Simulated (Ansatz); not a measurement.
# Structural relaxation of random alloy of the monolayer 2H MoS2-WS2 line, x = 0 (75 atoms)

Aim: bring random alloy of the monolayer 2H MoS2-WS2 line, x = 0 (75 atoms) to a nearby minimum of the energy and see what moves.

Calculated with Ansatz 0.2.0; Kohn-Sham DFT, PBE, PAW (set soft_2), plane waves.

**1. Starting point**

The cell holds 75 atoms: 25 Mo and 50 S. Its edges and angles: a = 15.900 Å, b = 15.900 Å, c = 18.500 Å, α = 90.0°, β = 90.0°, γ = 120.0°. It derives from MoS2 (monolayer 2H MoS2-WS2), repeated 5×5×1. Monolayer 2H MoS2-WS2: 75 atoms, 0 of 25 Mo sites given to W at random, cell and internal coordinates interpolated linearly between the end members (Vegard's rule); not relaxed, displaced by a Gaussian of 0.02 Å. Lattice constants are starting values near those of PBE. Vacuum lies along c.

Before any run, some limits are plain. The host structure and its lattice constant were typed by rule, without a check against the phase diagram. Only the Γ point is sampled in the main run, in a cell whose shortest periodic width is 14 Å.

**2. Single point at the start**

The forces at the start show how far the geometry lies from a minimum of this functional.

Input file input.yaml:

```yaml
crystal:
  lattice:
    - [15.9, 0.0, 0.0]
    - [-7.95, 13.7698, 0.0]
    - [0.0, 0.0, 18.5]
  atoms:
    - { symbol: Mo, position: [0.0016, 0.99911, 0.49943] }
    - { symbol: S, position: [0.13261, 0.06792, 0.58211] }
    - { symbol: S, position: [0.13498, 0.06556, 0.41575] }
    - { symbol: Mo, position: [0.00075, 0.20212, 0.49777] }
    - { symbol: S, position: [0.13265, 0.26611, 0.58582] }
    - { symbol: S, position: [0.13182, 0.26642, 0.41446] }
    - { symbol: Mo, position: [0.00048, 0.40085, 0.49881] }
    - { symbol: S, position: [0.13543, 0.46798, 0.58514] }
    - { symbol: S, position: [0.13397, 0.46567, 0.41527] }
    - { symbol: Mo, position: [0.99863, 0.59961, 0.50057] }
    - { symbol: S, position: [0.13218, 0.66609, 0.58385] }
    - { symbol: S, position: [0.13178, 0.66569, 0.41539] }
    - { symbol: Mo, position: [0.99876, 0.80034, 0.50179] }
    - { symbol: S, position: [0.13413, 0.86639, 0.58363] }
    - { symbol: S, position: [0.13362, 0.86912, 0.41546] }
    - { symbol: Mo, position: [0.19934, 0.00028, 0.50227] }
    - { symbol: S, position: [0.33393, 0.06756, 0.58492] }
    - { symbol: S, position: [0.33206, 0.06501, 0.41503] }
    - { symbol: Mo, position: [0.20016, 0.20085, 0.50091] }
    - { symbol: S, position: [0.33471, 0.26708, 0.58555] }
    - { symbol: S, position: [0.33329, 0.26849, 0.41596] }
    - { symbol: Mo, position: [0.19998, 0.40071, 0.49992] }
    - { symbol: S, position: [0.33586, 0.46887, 0.58696] }
    - { symbol: S, position: [0.33053, 0.46457, 0.41486] }
    - { symbol: Mo, position: [0.20084, 0.60127, 0.50034] }
    - { symbol: S, position: [0.33057, 0.66622, 0.58549] }
    - { symbol: S, position: [0.33418, 0.66777, 0.41517] }
    - { symbol: Mo, position: [0.19988, 0.80027, 0.50044] }
    - { symbol: S, position: [0.33367, 0.86684, 0.58387] }
    - { symbol: S, position: [0.3339, 0.86684, 0.41663] }
    - { symbol: Mo, position: [0.40164, 0.00027, 0.49959] }
    - { symbol: S, position: [0.53284, 0.06728, 0.58468] }
    - { symbol: S, position: [0.53293, 0.06673, 0.41474] }
    - { symbol: Mo, position: [0.40055, 0.19935, 0.50132] }
    - { symbol: S, position: [0.53427, 0.26753, 0.58341] }
    - { symbol: S, position: [0.53408, 0.26774, 0.41437] }
    - { symbol: Mo, position: [0.39969, 0.40005, 0.49852] }
    - { symbol: S, position: [0.53434, 0.4679, 0.58367] }
    - { symbol: S, position: [0.53282, 0.46476, 0.41536] }
    - { symbol: Mo, position: [0.39878, 0.60163, 0.50044] }
    - { symbol: S, position: [0.53274, 0.66554, 0.58597] }
    - { symbol: S, position: [0.53446, 0.66397, 0.41674] }
    - { symbol: Mo, position: [0.40229, 0.80049, 0.4987] }
    - { symbol: S, position: [0.53429, 0.8664, 0.58394] }
    - { symbol: S, position: [0.53219, 0.86747, 0.41626] }
    - { symbol: Mo, position: [0.59959, 0.00076, 0.49876] }
    - { symbol: S, position: [0.73438, 0.06673, 0.58439] }
    - { symbol: S, position: [0.73384, 0.06793, 0.41622] }
    - { symbol: Mo, position: [0.60077, 0.2002, 0.50008] }
    - { symbol: S, position: [0.73428, 0.267, 0.58533] }
    - { symbol: S, position: [0.73118, 0.26313, 0.41653] }
    - { symbol: Mo, position: [0.60307, 0.40064, 0.49989] }
    - { symbol: S, position: [0.73308, 0.46649, 0.58461] }
    - { symbol: S, position: [0.73155, 0.46592, 0.41433] }
    - { symbol: Mo, position: [0.6001, 0.59957, 0.50054] }
    - { symbol: S, position: [0.73383, 0.6681, 0.58483] }
    - { symbol: S, position: [0.73471, 0.66391, 0.41471] }
    - { symbol: Mo, position: [0.60297, 0.80367, 0.49973] }
    - { symbol: S, position: [0.73322, 0.86634, 0.58603] }
    - { symbol: S, position: [0.73347, 0.86765, 0.41506] }
    - { symbol: Mo, position: [0.79863, 0.00046, 0.50054] }
    - { symbol: S, position: [0.93488, 0.06651, 0.58393] }
    - { symbol: S, position: [0.93422, 0.06702, 0.41571] }
    - { symbol: Mo, position: [0.80075, 0.20169, 0.5004] }
    - { symbol: S, position: [0.93654, 0.26828, 0.58531] }
    - { symbol: S, position: [0.93172, 0.26754, 0.41586] }
    - { symbol: Mo, position: [0.80178, 0.40152, 0.49957] }
    - { symbol: S, position: [0.93396, 0.46585, 0.58671] }
    - { symbol: S, position: [0.93038, 0.46411, 0.41362] }
    - { symbol: Mo, position: [0.79807, 0.59837, 0.50211] }
    - { symbol: S, position: [0.93195, 0.66472, 0.5858] }
    - { symbol: S, position: [0.9317, 0.66487, 0.41635] }
    - { symbol: Mo, position: [0.80047, 0.79937, 0.50152] }
    - { symbol: S, position: [0.93467, 0.86902, 0.58514] }
    - { symbol: S, position: [0.93537, 0.86683, 0.41409] }
kpoints:
  mp_grid: { grid: [1, 1, 1] }
hamiltonian:
  xc: pbe
scf:
  occupations: { method: fermi_dirac, width: 0.025 }
output:
  forces: true
```

Started as:

```bash
$ ansatz run input.yaml --threads 9 --pin off --max-ram 76800MiB --backend cuda --events-out ev --progress --plain --runs-dir out
```

Standard output:

```text
Engine: ansatz 0.2.0, x86_64-unknown-linux-gnu
Pseudopotentials: kind: paw
Pseudopotential: Mo, paw, valence charge 14, recommended cutoff 420 eV (normal), Mo.paw.azcp
Pseudopotential: S, paw, valence charge 6, recommended cutoff 420 eV (normal), S.paw.azcp
[... 5 lines on functional and potentials left out ...]
device memory: the entry about to start is reckoned to put 6.8 GiB on a device that reports 69.9 GiB free
GPU FFT provider: cuFFT
GPU libraries: cuBLAS 13.8.2, cuFFT 12.4.0, cuSOLVER 12.3.4
Crystal: 75 atoms, lattice volume = 4050.387 Å³
Basis set: ecut = 420 eV, 79165 PW (Γ), exchange–correlation on 216×216×250 points (8 copies of the dense FFT grid, shifted against one another)
Bands: 400, of which v1, the nominal top of the filled ones, is band 325 counted from 1 (324 counted from 0)
Symmetry: 1 space group operations
Space group: P1 (ITA 1), of the structure as read, at distance tolerance 1.6e-4 Å
k-points: 1
[... 5 lines on functional and potentials left out ...]
Initial density: superposition of atomic densities (neutral atoms: chi_scale 0, normalization atom), corrected by the library's trained network
Initial wavefunctions: pseudopotential atomic-orbital guess
GPU buffer pool allocated for 1458000 grid points (all kernels)
GPU transforms: local potential and band sums: pruned to the plane-wave sphere, on 108×108×125
Functional: x = pbe(κ = 0.804, μ = 0.219515), c = pbe(β = 0.066725)
SCF iter   1: F=—  HF=-169069.514732 eV  |F-HF|=—  |Δ(HF+E_count)|=         —  Δρ=3.12e-3  dr2=1.25e-1  ethr=1.77e-3  ⟨swp⟩=8.0  Hψ=1744  notcnv=0  defer=5
preconditioner: auto → Resta (q_TF=auto, 2.011 Å⁻¹)  ε∞=3.6  [insulator: Δε(μ)=1.949 eV  Ē_g=7.622 eV  σ=0.025 eV  W_gap=1.00  n_scr=538 (ndim 8)  ℏωp=12.4 eV  f_vac=0.638  D(μ)=0.00/eV (n_scr^D=0)  ε∞_Penn≈3.6  vacuum switching on, ρ_ref=4.2e-3 e/Å³]
SCF iter   2: F=—  HF=-169069.646031 eV  |F-HF|=—  |Δ(HF+E_count)|=   1.31e-1  Δρ=1.75e-3  dr2=5.30e-2  ethr=1.92e-5  ⟨swp⟩=2.0  Hψ=784  notcnv=0  defer=51
SCF iter   3: F=—  HF=-169069.713283 eV  |F-HF|=—  |Δ(HF+E_count)|=   6.73e-2  Δρ=9.96e-4  dr2=7.72e-2  ethr=8.15e-6  ⟨swp⟩=2.0  Hψ=548  notcnv=0  defer=35
automatic band count: iteration 3 solves 384 bands in place of 400: the levels show a gap, and the empty bands left out lie too high to hold charge; the band table lists the bands solved (type scf.n_extra_bands for more)
SCF iter   4: F=—  HF=-169069.721506 eV  |F-HF|=—  |Δ(HF+E_count)|=   8.22e-3  Δρ=3.73e-4  dr2=1.78e-2  ethr=8.15e-6  ⟨swp⟩=2.0  Hψ=538  notcnv=0  defer=35
SCF iter   5: F=—  HF=-169069.718410 eV  |F-HF|=—  |Δ(HF+E_count)|=   3.10e-3  Δρ=7.51e-5  dr2=3.49e-4  ethr=2.74e-6  ⟨swp⟩=2.0  Hψ=508  notcnv=0  defer=35
SCF iter   6: F=—  HF=-169069.718443 eV  |F-HF|=—  |Δ(HF+E_count)|=   3.30e-5  Δρ=5.02e-5  dr2=2.93e-4  ethr=5.37e-8  ⟨swp⟩=3.0  Hψ=699  notcnv=0  defer=35
SCF iter   7: F=—  HF=-169069.718444 eV  |F-HF|=—  |Δ(HF+E_count)|=   1.78e-6  Δρ=4.60e-5  dr2=2.55e-4  ethr=4.50e-8  ⟨swp⟩=2.0  Hψ=524  notcnv=0  defer=35
SCF iter   8: F=—  HF=-169069.718384 eV  |F-HF|=—  |Δ(HF+E_count)|=   6.00e-5  Δρ=1.46e-5  dr2=1.13e-5  ethr=3.92e-8  ⟨swp⟩=2.0  Hψ=486  notcnv=0  defer=35
SCF iter   9: F=—  HF=-169069.719855 eV  |F-HF|=—  |Δ(HF+E_count)|=   1.47e-3  Δρ=6.11e-6  dr2=1.91e-6  ethr=1.74e-9  ⟨swp⟩=2.0  Hψ=565  notcnv=0  defer=35
SCF iter  10: F=—  HF=-169069.719857 eV  |F-HF|=—  |Δ(HF+E_count)|=   1.54e-6  Δρ=5.27e-6  dr2=3.59e-6  ethr=2.93e-10  ⟨swp⟩=2.0  Hψ=574  notcnv=0  defer=35
SCF iter  11: F=—  HF=-169069.719856 eV  |F-HF|=—  |Δ(HF+E_count)|=   5.49e-7  Δρ=1.73e-6  dr2=1.04e-7  ethr=2.93e-10  ⟨swp⟩=2.0  Hψ=511  notcnv=0  defer=35
SCF iter  12: F=-169069.719857 eV  HF=-169069.719857 eV  |F-HF|=2.90e-7  |Δ(HF+E_count)|=   6.39e-7  Δρ=9.06e-7  dr2=2.25e-8  ethr=1.54e-11  ⟨swp⟩=4.0  Hψ=1113  notcnv=0
SCF 1 converged in 12 iterations: F = -169069.719857 eV  dr2 = 2.25e-8
  greatest PAW one-centre occupation: 0.998 electrons in one spin orbital (limit 2), on the Mo atom at site 15 (counted from 0), in its partial waves of l = 0
SCF converged after 12 iterations
Free energy (F): -169069.719857 eV
Harris-Foulkes:  -169069.719857 eV  (|F-HF|=2.90e-7)
Internal energy: -169069.719857 eV  (E = F + TS)
E sigma→0 (E₀):  -169069.719857 eV
Fermi energy:    0.362553 eV
--- Per-component energies (eV) ---
  E_band       = -10918.030988
  E_kinetic    = 16373.174351
  E_local      = -358164.841655  (includes V_loc(G=0)·N_el)
  E_nonlocal   = 4976.752880
  E_hartree    = 169918.761337
  E_xc         = -9451.125417
  E_vxc        = -10108.936212  (∫ρ·V_xc dr)
  E_paw        = -110036.773321  (= ΣΔE_a)
  E_vpaw       = -3831.703137  (= ΣTr[D̂ρ^β])
  E_aug_tail   = 0.001084  (compensation charges beyond the density's cutoff)
  E_ewald      = 117314.330884
  E_smearing   = -0.000000  (= −TS)
  E_closure    = 0.000000  (closes the sum)
  Σ components = -169069.719857   (vs F -169069.719857, Δ=0.00e0)
--- Forces (eV/Å), atoms counted from 1 ---
  atom   1  Mo    -0.70262004     0.20268157    -0.34446143
  atom   2  S      0.12740981    -0.04233601     1.00986816
  atom   3  S     -0.14782751     0.32724525    -0.01615524
  atom   4  Mo     0.09891861    -0.48572922     1.04213656
  atom   5  S     -0.08660138     0.20661277    -0.43641760
  atom   6  S      0.35204119     0.18452815     0.09701328
  atom   7  Mo    -0.02544617     0.10555435     0.69430042
  atom   8  S     -0.26607923    -0.08670879    -0.27505993
  atom   9  S     -0.16171782     0.34857953    -0.02255498
  atom  10  Mo     0.26400518    -0.49477886    -0.24327188
  atom  11  S      0.03473957     0.12051419     0.20667578
  atom  12  S      0.00210037     0.17213267     0.13358338
  atom  13  Mo     0.46561362    -0.28822371    -0.72933034
  atom  14  S     -0.21294445    -0.04171457     0.62914040
[...]
atom  74  S     -0.04843716    -0.24588997     0.18646916
  atom  75  S     -0.29297269    -0.22773333     0.45634391
  max |Σ_I F_I| component: 4.32e-6 eV/Å
```

Elapsed: 3.4 s, on 1 × NVIDIA H100 80GB HBM3 with 9 threads of AMD EPYC 7R13 (Zen 3), shared host; peak memory 1.6 GiB.

In the SCF lines HF is the Harris–Foulkes energy and dr2 the Hartree energy of the density residual, in eV; the loop may stop once dr2 is under the threshold and the program's other checks hold. Hψ counts applications of the Hamiltonian.

That memory is the host's; the program planned up to 6.8 GiB on the GPU.

The run gave:

```
free energy            : -169069.7199 eV
free energy per atom   : -2254.2629 eV/atom
SCF cycles             : 12
r.m.s. force component : 0.3725 eV/Å
longest force          : 1.38 eV/Å
Fermi energy           : 0.3626 eV
```

The r.m.s. force component of 0.37 eV/Å sets the starting point.

Length of the force by element and coordination:

| element | coordination | atoms | mean length of the force (eV/Å) | spread | least | most |
| --- | --- | --- | --- | --- | --- | --- |
| Mo | all | 25 | 0.846 | 0.262 | 0.347 | 1.38 |
| S | all | 50 | 0.443 | 0.189 | 0.170 | 1.02 |

**3. Relaxation**

The atoms are relaxed in the fixed cell, aiming at the force tolerance of the input.

input.yaml: that of step 2 with these lines changed.

```diff
@@ -15 +15,4 @@
   forces: true
+relax:
+  f_tol: 0.04
+  max_steps: 150
```

Standard output:

```text
[...]
GPU FFT provider: cuFFT
GPU libraries: cuBLAS 13.8.2, cuFFT 12.4.0, cuSOLVER 12.3.4
Crystal: 75 atoms, lattice volume = 4050.387 Å³
Basis set: ecut = 420 eV, 79165 PW (Γ), exchange–correlation on 216×216×250 points (8 copies of the dense FFT grid, shifted against one another)
Bands: 400, of which v1, the nominal top of the filled ones, is band 325 counted from 1 (324 counted from 0)
Symmetry: 1 space group operations
[...]
k-points: 1
[...]
GPU buffer pool allocated for 1458000 grid points (all kernels)
[...]
SCF iter   1: F=—  HF=-169069.514723 eV  |F-HF|=—  |Δ(HF+E_count)|=         —  Δρ=3.12e-3  dr2=1.25e-1  ethr=1.77e-3  ⟨swp⟩=8.0  Hψ=1744  notcnv=0  defer=5
[...]
SCF iter   8: F=-169069.719853 eV  HF=-169069.719856 eV  |F-HF|=2.71e-6  |Δ(HF+E_count)|=   2.92e-5  Δρ=1.39e-5  dr2=9.70e-6  ethr=6.15e-9  ⟨swp⟩=3.0  Hψ=1257  notcnv=0
SCF 1 converged in 8 iterations: F = -169069.719853 eV  dr2 = 9.70e-6
[...]
relax step   1: F+E_penalty+E_count = -169069.71985313 eV  Δ(F+E_penalty+E_count) = +0.000e0 eV  max|allowed force component| = 1.348e0 eV/Å  Δτ_max = 0.0000 Å  (8 SCF iters, dr2 threshold 4.00e-5 eV, accepted)
[...]
relax step   2: F+E_penalty+E_count = -169070.07987714 eV  Δ(F+E_penalty+E_count) = -3.600e-1 eV  max|allowed force component| = 6.311e-1 eV/Å  Δτ_max = 0.1067 Å  (7 SCF iters, dr2 threshold 1.00e-4 eV, accepted)
[...]
relax step   3: F+E_penalty+E_count = -169070.35360587 eV  Δ(F+E_penalty+E_count) = -2.737e-1 eV  max|allowed force component| = 1.266e-2 eV/Å  Δτ_max = 0.0530 Å  (7 SCF iters, dr2 threshold 2.49e-5 eV, accepted)
[...]
relax step   4: F+E_penalty+E_count = -169070.35361815 eV  Δ(F+E_penalty+E_count) = -1.229e-5 eV  max|allowed force component| = 1.268e-2 eV/Å  Δτ_max = 0.0000 Å  (6 SCF iters, accepted)
SCF converged after 6 iterations
Free energy (F): -169070.353618 eV
[...]
Internal energy: -169070.353618 eV  (E = F + TS)
E sigma→0 (E₀):  -169070.353618 eV
Fermi energy:    0.384547 eV
[...]
--- Forces (eV/Å), atoms counted from 1 ---
  atom   1  Mo     0.01097316    -0.00021037     0.00402056
  atom   2  S     -0.00107922     0.00383278     0.00049150
  atom   3  S      0.00023808    -0.00211399     0.00335241
  atom   4  Mo     0.00395213     0.00284369    -0.00458214
  atom   5  S     -0.00091769    -0.00016663     0.00311914
  atom   6  S      0.00424769     0.00321575    -0.00222205
  atom   7  Mo     0.00392719    -0.00214846    -0.00179109
  atom   8  S      0.00133977    -0.00323641     0.00415273
  atom   9  S      0.00621347     0.00020913    -0.00042560
  atom  10  Mo    -0.00274513    -0.00019377     0.00138232
  atom  11  S     -0.00016073    -0.00249308    -0.00001339
  atom  12  S      0.00042109    -0.00214036     0.00215879
  atom  13  Mo    -0.00667679     0.00896251     0.00421143
  atom  14  S     -0.00019212    -0.00102376    -0.00281053
[...]
atom  74  S     -0.00422646     0.00257260     0.00371956
  atom  75  S     -0.00047749     0.00346070    -0.00498914
  max |Σ_I F_I| component: 9.13e-6 eV/Å
--- Relaxed structure (4 steps of the walk, 4 accepted, 0 SCFs on fresh bases) ---
  F+E_penalty+E_count = -169070.35361815 eV   max|allowed force component| = 1.268e-2 eV/Å
  atoms:
    - { symbol: Mo, position: [0.000136983, 1.000129, 0.499942] }
    - { symbol: S, position: [0.133452, 0.066702, 0.584517] }
    - { symbol: S, position: [0.133546, 0.066853, 0.415401] }
    - { symbol: Mo, position: [8.422961e-5, 0.200086, 0.500183] }
[...]
- { symbol: S, position: [0.933520, 0.866783, 0.415378] }
```

It took 5.9 s on 1 × NVIDIA H100 80GB HBM3 with 9 threads; peak memory 1.6 GiB.

That memory is the host's; the program planned up to 6.8 GiB on the GPU.

The steps of the relaxation:

| step | energy less that of the first step (eV) | largest force component (eV/Å) |
| --- | --- | --- |
| 1 | 0.0000 | 1.3485 |
| 2 | -0.3600 | 0.6311 |
| 3 | -0.6338 | 0.0127 |
| 4 | -0.6338 | 0.0127 |

The atoms that moved most (Å):

| atom | dx | dy | dz | length |
| --- | --- | --- | --- | --- |
| S42 | -0.039 | 0.038 | -0.023 | 0.059 |
| S69 | 0.027 | 0.036 | 0.038 | 0.059 |
| S57 | -0.041 | 0.039 | 0.013 | 0.059 |
| S23 | -0.022 | -0.030 | -0.043 | 0.057 |
| Mo58 | -0.017 | -0.051 | 0.008 | 0.054 |
| S2 | 0.023 | -0.017 | 0.045 | 0.053 |
| Mo4 | 0.005 | -0.028 | 0.045 | 0.053 |
| S51 | 0.008 | 0.050 | -0.014 | 0.052 |

The relaxation changed the energy by -8.45 meV/atom, and atoms moved by 0.033 Å r.m.s., 0.059 Å at most.

**4. Distances and neighbours after relaxation**

Bonds before and after, by the cutoffs listed below:

| pair | bonds before | bonds after | mean before (Å) | mean after (Å) | spread before (Å) | spread after (Å) |
| --- | --- | --- | --- | --- | --- | --- |
| S-Mo | 150 | 150 | 2.415 | 2.412 | 0.026 | 0.000 |

Normalised to the volume that the atoms fill. g(r), total and by pair (bins of 0.2 Å):

| r (Å) | total | S-S | S-Mo | Mo-Mo |
| --- | --- | --- | --- | --- |
| 2.40 | 4.06 | 0.00 | 9.15 | 0.00 |
| 2.60 | 0.00 | 0.00 | 0.00 | 0.00 |
| 2.80 | 0.00 | 0.00 | 0.00 | 0.00 |
| 3.00 | 0.00 | 0.00 | 0.00 | 0.00 |
| 3.20 | 3.96 | 6.25 | 0.00 | 10.65 |
| 3.40 | 0.00 | 0.00 | 0.00 | 0.00 |
| 3.60 | 0.00 | 0.00 | 0.00 | 0.00 |
| 3.80 | 0.00 | 0.00 | 0.00 | 0.00 |
| 4.00 | 1.51 | 0.00 | 3.40 | 0.00 |
| 4.20 | 0.00 | 0.00 | 0.00 | 0.00 |
| 4.40 | 1.19 | 2.68 | 0.00 | 0.00 |
| 4.60 | 0.00 | 0.00 | 0.00 | 0.00 |
| 4.80 | 0.00 | 0.00 | 0.00 | 0.00 |
| 5.00 | 0.01 | 0.00 | 0.01 | 0.00 |
| 5.20 | 1.81 | 0.00 | 4.08 | 0.00 |
| 5.40 | 0.00 | 0.00 | 0.00 | 0.00 |
| 5.60 | 1.18 | 1.76 | 0.00 | 3.52 |
| 5.80 | 0.00 | 0.00 | 0.00 | 0.00 |
| 6.00 | 0.00 | 0.00 | 0.00 | 0.00 |
| 6.20 | 0.00 | 0.00 | 0.00 | 0.00 |
| 6.40 | 1.48 | 2.67 | 0.00 | 2.65 |
| 6.60 | 0.00 | 0.00 | 0.00 | 0.00 |
| 6.80 | 1.03 | 0.00 | 2.31 | 0.00 |
| 7.00 | 0.48 | 1.07 | 0.00 | 0.00 |
| 7.20 | 0.00 | 0.00 | 0.00 | 0.00 |
| 7.40 | 0.00 | 0.00 | 0.00 | 0.00 |
| 7.60 | 0.42 | 0.00 | 0.95 | 0.00 |
| 7.80 | 0.00 | 0.00 | 0.00 | 0.00 |

Bonds by pair of elements; cutoffs follow the first minimum of g(r), held within bounds set by covalent radii, and pairs that aren't listed don't count as bonded:

| pair A-B | cutoff (Å) | bonds | mean length (Å) | spread (Å) | shortest (Å) | B about A | A about B |
| --- | --- | --- | --- | --- | --- | --- | --- |
| S-Mo | 3.03 | 150 | 2.41 | 0 | 2.41 | 3 | 6 |

How many atoms have how many bonded neighbours:

| element | mean | 3 | 6 |
| --- | --- | --- | --- |
| Mo | 6 | 0 | 25 |
| S | 3 | 50 | 0 |

Bond angles, per cent of each kind in bins of 5°:

| angle (°) | S-Mo-S | Mo-S-Mo |
| --- | --- | --- |
| 80–85 | 60.0 | 100.0 |
| 85–90 | 0.0 | 0.0 |
| 90–95 | 0.0 | 0.0 |
| 95–100 | 0.0 | 0.0 |
| 100–105 | 0.0 | 0.0 |
| 105–110 | 0.0 | 0.0 |
| 110–115 | 0.0 | 0.0 |
| 115–120 | 0.0 | 0.0 |
| 120–125 | 0.0 | 0.0 |
| 125–130 | 0.0 | 0.0 |
| 130–135 | 0.0 | 0.0 |
| 135–140 | 40.0 | 0.0 |

Bond angles (no mean is given where the spread exceeds 20°):

| angle | count | mean (°) | spread (°) |
| --- | --- | --- | --- |
| S-Mo-S | 375 | - | - |
| Mo-S-Mo | 150 | 82.5 | 0 |

Counting bonds as in the table, all Mo atoms have 6 and all S atoms have 3 bonded neighbours.

[end of part 1 of 3]

[Long decimals in the printed logs are rounded to 6 places.]

[Logs are printed without paths, hosts, clocks, repeated set-up lines and the standing remarks that a program may print on its own settings, such as how far it seeks lower states.]

[Hosts, paths, dates, database ids (printed as entryN), source tags and the programs' standing remarks are cut or masked in the printed files.]

[A walk said to have stopped at its limit may instead have ended on an SCF cycle that didn't converge.]
